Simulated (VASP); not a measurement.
# TePb (Fm-3m) in VASP: settings compared, part 2 of 2

VASP 6.6.1. The steps go on from the part before.

## 4. Relaxation of cell and atoms, PBEsol+rVV10

The input, INCAR:

```
SYSTEM = TePb
ALGO = Normal ; BPARAM = 20.0
CPARAM = 0.0093 ; EDIFF = 1E-7
EDIFFG = -0.01 ; ENCUT = 600
GGA = PS ; IBRION = 2
ISIF = 3 ; ISMEAR = -1
IVDW_NL = 2 ; LASPH = .True.
LCHARG = .False. ; LREAL = .False.
LUSE_VDW = .True. ; LWAVE = .False.
NELM = 100 ; NSW = 40
PREC = Accurate ; SIGMA = 0.05
```

The input, KPOINTS:

```
k-points
0
Gamma
  7 7 7
  0 0 0
```

The input, POSCAR:

```
TePb
1.0
    0.0000000000      3.2310000000      3.2310000000
    3.2310000000      0.0000000000      3.2310000000
    3.2310000000      3.2310000000      0.0000000000
Pb Te
1 1
Direct
    0.0000000000      0.0000000000      0.0000000000
    0.5000000000      0.5000000000      0.5000000000
```

Potentials or basis: VASP PAW PBE potentials, release 64 (Pb_d, Te).

Launch:

```bash
> cat potpaw_PBE.64/Pb_d/POTCAR potpaw_PBE.64/Te/POTCAR > POTCAR
> mpirun -np 1 vasp_std > vasp.out
```

OUTCAR:

```text
SYSTEM = TePb
   BPARAM = 20.0
   EDIFF = 1E-7
   EDIFFG = -0.01
   ENCUT = 600
   GGA = PS
   IBRION = 2
   ISIF = 3
   ISMEAR = -1
   IVDW_NL = 2
   LASPH = .True.
   LREAL = .False.
   NELM = 100
   NSW = 40
   PREC = Accurate

 ion  position               nearest neighbor table
   1  0.000  0.000  0.000-   2 3.23   2 3.23   2 3.23   2 3.23   2 3.23   2 3.23
   2  0.500  0.500  0.500-   1 3.23   1 3.23   1 3.23   1 3.23   1 3.23   1 3.23

  LATTYP: Found a face centered cubic cell.
 ALAT       =     6.4620000000

  Lattice vectors:

 A1 = (   0.0000000000,   3.2310000000,   3.2310000000)
 A2 = (   3.2310000000,   0.0000000000,   3.2310000000)
 A3 = (   3.2310000000,   3.2310000000,   0.0000000000)

Analysis of symmetry for initial positions (statically):
=====================================================================
 Subroutine PRICEL returns:
 Original cell was already a primitive cell.

 Routine SETGRP: Setting up the symmetry group for a
 face centered cubic supercell.

 Subroutine GETGRP returns: Found 48 space group operations
 (whereof 48 operations were pure point group operations)
 out of a pool of 48 trial point group operations.

The static configuration has the point symmetry O_h .
[... 155 lines left out ...]
  ext. energy  EPLUGINS =         0.00000000
  ---------------------------------------------------
  free energy    TOTEN  =        -8.00038325 eV

  energy without entropy =       -8.00037866  energy(sigma->0) =       -8.00038096

------------------------ aborting loop because EDIFF is reached ----------------------------------------

  FORCE on cell =-STRESS in cart. coord.  units (eV):
  Direction    XX          YY          ZZ          XY          YZ          ZX
  --------------------------------------------------------------------------------------
  -------------------------------------------------------------------------------------
  Total       -0.3199645     -0.3199645     -0.3199645      0.0000000      0.0000000      0.0000000
  in kB       -7.5992629     -7.5992629     -7.5992629      0.0000000      0.0000000      0.0000000
  external PRESSURE =      -7.5992629 kB  Pullay stress =       0.0000000 kB
[... 59 lines left out ...]
--------------------------------------- Ionic step        3  -------------------------------------------

 number of electron      19.9999998 magnetization

 Free energy of the ion-electron system (eV)
  ---------------------------------------------------
  ext. energy  EPLUGINS =         0.00000000
  ---------------------------------------------------
  free energy    TOTEN  =        -8.00315791 eV

  energy without entropy =       -8.00315239  energy(sigma->0) =       -8.00315515

 E-fermi :   6.0268     XC(G=0):  -9.5690

 val. band max:        5.5597499725   @ k =   0.4286   0.0000   0.0000
 cond. band min:       6.4815076719   @ k =   0.4286   0.0000   0.0000
 fundamental gap:      0.9217576994
 Fermi energy:         6.0268452261

 k-point     1 :       0.0000    0.0000    0.0000
  band No.  band energies     occupation
      1     -10.9664      2.00000
      2     -10.9664      2.00000
      3     -10.9536      2.00000
      4     -10.9536      2.00000
      5     -10.9536      2.00000
      6      -6.5046      2.00000
      7       0.1110      2.00000
      8       4.2754      2.00000
      9       4.2754      2.00000
     10       4.2754      2.00000
     11       9.7499      0.00000
     12       9.7499      0.00000
     13       9.7499      0.00000
     14      11.3776      0.00000
[... 350 lines left out ...]
  FREE ENERGIE OF THE ION-ELECTRON SYSTEM (eV)
  ---------------------------------------------------
  free  energy   TOTEN  =        -8.0031579134 eV

  energy  without entropy=       -8.0031523866  energy(sigma->0) =       -8.00315515

 reached required accuracy - stopping structural energy minimisation
```

Wall time 3.1 min (1 thread of Intel Xeon 6975P-C (Granite Rapids), shared host); peak memory 0.47 GiB.

Results:

| Property | Result |
| --- | --- |
| Free energy | -8.0032 eV |
| Relaxed volume | 33.16 Å³/atom |
| Relaxed cell | a = 4.543 Å, b = 4.543 Å, c = 4.543 Å, α = 60.00°, β = 60.00°, γ = 60.00° |
| Space group after relaxing (to 0.05 Å) | Fm-3m (No. 225) |
| Energy gained by relaxing | 1.4 meV/atom |
| Ionic steps | 3 |
| Pressure after relaxing | 0.0 GPa |

The path:
| step | energy change (eV) | largest force (eV/Å) | pressure (GPa) | volume (Å³) |
| --- | --- | --- | --- | --- |
| 1 | 0.0000 | 0.0000 | -0.76 | 67.46 |
| 2 | -0.0024 | 0.0000 | 0.29 | 65.91 |
| 3 | -0.0028 | 0.0000 | 0.00 | 66.31 |

Final structure:
```
Pb Te
1.0
     0.00000    3.21257    3.21257
     3.21257    0.00000    3.21257
     3.21257    3.21257    0.00000
Pb Te
1 1
Cartesian
  0.0000 0.0000 0.0000
  3.2126 3.2126 3.2126
```

Caveat: this odd mesh misses L, where the gap lies, so gap, dielectric constants and Born charges aren't listed; the PAW data sets were made with another functional, which shifts forces and pressure a little.

## 5. Relaxation of cell and atoms, RPBE+D3

The input, INCAR:

```
SYSTEM = TePb
PREC = Accurate
ENCUT = 600
EDIFF = 1E-6
ISMEAR = -1
SIGMA = 0.05
LREAL = .False.
LASPH = .True.
NELM = 80
ALGO = Normal
ISIF = 3
LWAVE = .False.
LCHARG = .False.
GGA = RP
IVDW = 11
IBRION = 2
NSW = 60
EDIFFG = -0.005
```

The input, KPOINTS:

```
Automatic mesh
0
Gamma
  7 7 7
  0 0 0
```

POSCAR is that of step 4.

Launch:

```bash
> cat potpaw_PBE.64/Pb_d/POTCAR potpaw_PBE.64/Te/POTCAR > POTCAR
> mpirun -np 1 vasp_std > vasp.out
```

Wall time 44 s (1 thread of Intel Xeon 6975P-C (Granite Rapids), shared host); peak memory 0.25 GiB.

Results (log left out):

```yaml
Free_energy: -7.6497 eV
Relaxed_volume: 35.94 Å³/atom
Relaxed_cell: a = 4.667 Å, b = 4.667 Å, c = 4.667 Å, α = 60.00°, β = 60.00°, γ = 60.00°
Space_group_after_relaxing_to_0.05_Å: Fm-3m (No. 225)
Energy_gained_by_relaxing: 11.3 meV/atom
Ionic_steps: 8
Pressure_after_relaxing: 0.0 GPa
Dispersion_energy_per_atom: -0.406 eV
```

Step by step:
```csv
step,energy change (eV),largest force (eV/Å),pressure (GPa),volume (Å³)
1,0.0000,0.0000,2.03,67.46
2,-0.0226,0.0000,0.03,71.71
3,-0.0226,0.0000,0.07,71.85
4,-0.0226,0.0000,0.05,71.86
5,-0.0226,0.0000,0.02,71.87
6,-0.0226,0.0000,0.03,71.87
7,-0.0226,0.0000,0.03,71.88
8,-0.0226,0.0000,0.02,71.88
```

Final structure:
```
CELL_PARAMETERS angstrom
0.00000 3.30015 3.30015
3.30015 0.00000 3.30015
3.30015 3.30015 0.00000
ATOMIC_POSITIONS crystal
Pb 0.00000 0.00000 0.00000
Te 0.50000 0.50000 0.50000
```

Levels at points of the mesh, in eV from the Fermi level:
```csv
k point,band 7,band 8,band 9,band 10,band 11,band 12,band 13,band 14
"(0.00, 0.00, 0.00)",-6.22,-1.62,-1.62,-1.62,3.54,3.54,3.54,5.46
```

Caveat: this odd mesh misses L, where the gap lies, so gap, dielectric constants and Born charges aren't listed; the PAW data sets were made with another functional, which shifts forces and pressure a little.

## 6. Relaxation of cell and atoms, RPBE+D3(BJ)

The input, INCAR:

```
PREC = Accurate ; ENCUT = 600
EDIFF = 1E-7 ; ISMEAR = -1
SIGMA = 0.05 ; LREAL = F
LASPH = T ; NELM = 60
ALGO = Normal ; ISIF = 3
LWAVE = F ; LCHARG = F
GGA = RP ; IVDW = 12
IBRION = 2 ; NSW = 60
EDIFFG = -0.01
```

The input, KPOINTS:

```
Automatic mesh
0
Gamma
  7 7 7
```

POSCAR is that of step 5.

Potentials or basis: VASP PAW PBE potentials, release 64 (Pb_d, Te).

Launch:

```bash
> cat potpaw_PBE.64/Pb_d/POTCAR potpaw_PBE.64/Te/POTCAR > POTCAR
> mpirun -np 1 vasp_std > vasp.out
```

OUTCAR:

```text
PREC = Accurate
   ENCUT = 600
   EDIFF = 1E-7
   ISMEAR = -1
   LREAL = F
   LASPH = T
   NELM = 60
   ISIF = 3
   GGA = RP
   IVDW = 12
   IBRION = 2
   NSW = 60
   EDIFFG = -0.01
 IVDW          = 12

 ion  position               nearest neighbor table
   1  0.000  0.000  0.000-   2 3.23   2 3.23   2 3.23   2 3.23   2 3.23   2 3.23
   2  0.500  0.500  0.500-   1 3.23   1 3.23   1 3.23   1 3.23   1 3.23   1 3.23

  LATTYP: Found a face centered cubic cell.
 ALAT       =     6.4620000000

  Lattice vectors:

 A1 = (   0.0000000000,   3.2310000000,   3.2310000000)
 A2 = (   3.2310000000,   0.0000000000,   3.2310000000)
 A3 = (   3.2310000000,   3.2310000000,   0.0000000000)

Analysis of symmetry for initial positions (statically):
=====================================================================
 Subroutine PRICEL returns:
[... 161 lines left out ...]
 Free energy of the ion-electron system (eV)
  ---------------------------------------------------
  ext. energy  EPLUGINS =         0.00000000
  ---------------------------------------------------
  free energy    TOTEN  =        -6.77834089 eV

  energy without entropy =       -6.77833941  energy(sigma->0) =       -6.77834015

 E-fermi :   6.1864     XC(G=0):  -9.1718

 val. band max:        5.6484253262   @ k =   0.4286   0.0000   0.0000
 cond. band min:       6.7134791767   @ k =   0.4286   0.0000   0.0000
 fundamental gap:      1.0650538505
 Fermi energy:         6.1864160925
[... 884 lines left out ...]
--------------------------------------- Ionic step        6  -------------------------------------------

 number of electron      19.9999999 magnetization

 Free energy of the ion-electron system (eV)
  ---------------------------------------------------
  ext. energy  EPLUGINS =         0.00000000
  ---------------------------------------------------
  free energy    TOTEN  =        -5.85539622 eV

  energy without entropy =       -5.85534583  energy(sigma->0) =       -5.85537103

 E-fermi :   9.2413     XC(G=0): -10.2575

 val. band max:        8.9126506823   @ k =   0.4286   0.0000   0.0000
 cond. band min:       9.5721594949   @ k =   0.4286   0.0000   0.0000
 fundamental gap:      0.6595088125
 Fermi energy:         9.2413481890
[... 371 lines left out ...]
  FREE ENERGIE OF THE ION-ELECTRON SYSTEM (eV)
  ---------------------------------------------------
  free  energy   TOTEN  =       -11.1418336064 eV

  energy  without entropy=      -11.1417832155  energy(sigma->0) =      -11.14180841

 reached required accuracy - stopping structural energy minimisation
```

It took 75 s on 1 thread of Intel Xeon 6975P-C (Granite Rapids), shared host; peak memory 0.26 GiB.

What came out:

```yaml
Free_energy: -11.1418 eV
Relaxed_volume: 26.96 Å³/atom
Relaxed_cell: a = 4.241 Å, b = 4.241 Å, c = 4.241 Å, α = 60.00°, β = 60.00°, γ = 60.00°
Space_group_after_relaxing_to_0.05_Å: Fm-3m (No. 225)
Energy_gained_by_relaxing: 272.8 meV/atom
Ionic_steps: 6
Pressure_after_relaxing: 0.0 GPa
Dispersion_energy_per_atom: -2.643 eV
```

The path:
| step | energy change (eV) | largest force (eV/Å) | pressure (GPa) | volume (Å³) |
| --- | --- | --- | --- | --- |
| 1 | 0.0000 | 0.0000 | -10.45 | 67.46 |
| 2 | -0.3629 | 0.0000 | 11.30 | 48.18 |
| 3 | -0.5455 | 0.0000 | -0.12 | 54.02 |
| 4 | -0.5454 | 0.0000 | 0.23 | 53.77 |
| 5 | -0.5454 | 0.0000 | -0.18 | 54.06 |
| 6 | -0.5455 | 0.0000 | 0.01 | 53.93 |

Final structure:
```yaml
crystal:
  lattice:
    - [0.00000, 2.99864, 2.99864]
    - [2.99864, 0.00000, 2.99864]
    - [2.99864, 2.99864, 0.00000]
  atoms:
    - { symbol: Pb, position: [0.00000, 0.00000, 0.00000] }
    - { symbol: Te, position: [0.50000, 0.50000, 0.50000] }
```

Caveat: this odd mesh misses L, where the gap lies, so gap, dielectric constants and Born charges aren't listed; the volume moved by over 15 % at a fixed basis, so the end points are rough; the PAW data sets were made with another functional, which shifts forces and pressure a little; the volume moved by -20 % from the deposited cell, more than functionals usually miss.

## 7. The runs side by side

| task | level | cell | cutoff (eV) | smearing | pressure (GPa) | relaxed volume (Å³/atom) |
| --- | --- | --- | --- | --- | --- | --- |
| single point | PBE | as given | 520 | gaussian 0.028 eV | 2.1 | - |
| relaxation of cell and atoms | PBEsol+D4 | relaxed | 600 | fermi-dirac 0.05 eV | 0.0 | 32.60 |
| relaxation of cell and atoms | PBEsol+rVV10 | relaxed | 600 | fermi-dirac 0.05 eV | 0.0 | 33.16 |
| relaxation of cell and atoms | RPBE+D3 | relaxed | 600 | fermi-dirac 0.05 eV | 0.0 | 35.94 |
| relaxation of cell and atoms | RPBE+D3(BJ) | relaxed | 600 | fermi-dirac 0.05 eV | 0.0 | 26.96 |

Alike in all rows: potentials or basis VASP PAW PBE potentials, release 64 (Pb_d, Te); no spin polarisation; k mesh 7 × 7 × 7.

Caveats: the PAW data sets were made with another functional, which shifts forces and pressure a little (some runs); the volume moved by over 15 % at a fixed basis, so the end points are rough (some runs); the volume moved by -20 % from the deposited cell, more than functionals usually miss (some runs).

Absolute energies hang on the potentials; compare differences alone.
